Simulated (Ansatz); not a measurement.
Crystal: AlPt.

```xyz
2
Lattice="3.0915 0.0000 0.0000 0.0000 3.0915 0.0000 0.0000 0.0000 3.0915" Properties=species:S:1:pos:R:3 pbc="T T T"
Pt    1.5458    1.5458    1.5458
Al    0.0000    0.0000    0.0000
```

Measurements of this composition are mostly on another form, of space group No. 198.

Base run:

* Program: Ansatz 0.2.0
* Functional: LDA
* Potentials or basis: Ansatz PAW
* Cutoff: 420 eV
* Density cutoff: 1680 eV
* k mesh: 9 × 9 × 9
* Occupations: gaussian, width 0.05 eV
* Spin: no spin polarisation

Its results: band gap on the k mesh none (metal or under the smearing width); pressure -9.8 GPa.

**Question.** The run is repeated on the same cell with these changes: functional from LDA to PBEsol; occupations from gaussian, width 0.05 eV to gaussian, width 0.1 eV. What comes out?

**Answer.** Band gap on the k mesh none (metal or under the smearing width); pressure -5.8 GPa.

Caveats: the PAW data sets come from PBE, with cores solved anew for the run's functional, which leaves a small shift of forces and pressure.

Not every run made on this cell is shown here.
